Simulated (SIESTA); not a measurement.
**TaN in SIESTA: the effect of strain zz**

The system is TaN.

```
Ta N
1.0
     2.93800    0.00000    0.00000
    -1.46900    2.54438    0.00000
     0.00000    0.00000    2.76768
Ta N
1 1
Direct
  0.00000 0.00000 0.50000
  0.66667 0.33333 0.00000
```

The cell isn't the ideal one: cell strained along z.

Alike in all runs:

- Program: SIESTA 5.4.2
- Task: band structure
- Functional: PBEsol
- Potentials or basis: PseudoDojo 0.4 standard (PBEsol files)
- Basis: DZP (energy shift 0.003 Ry; two zetas on semicore shells)
- Grid cutoff: 800 Ry
- Energy shift: 0.003 Ry
- k mesh: 10 × 10 × 9
- Occupations: fermi-dirac, width 0.05 eV
- Spin: no spin polarisation

Problem. One run gave: pressure 7.9 GPa. Which strain zz did it use?
A. 0.02
B. 0
C. 0.04
D. -0.04
E. -0.02

Solution. E.

```tsv
strain zz	pressure (GPa)
-0.04	17.7
-0.02	7.9
0	-0.6
0.02	-8.1
0.04	-14.6
```

Caveats: short orbitals over semicore shells can move pressures by several GPa; the basis of atomic orbitals isn't converged, which shifts pressures, moduli and gaps.
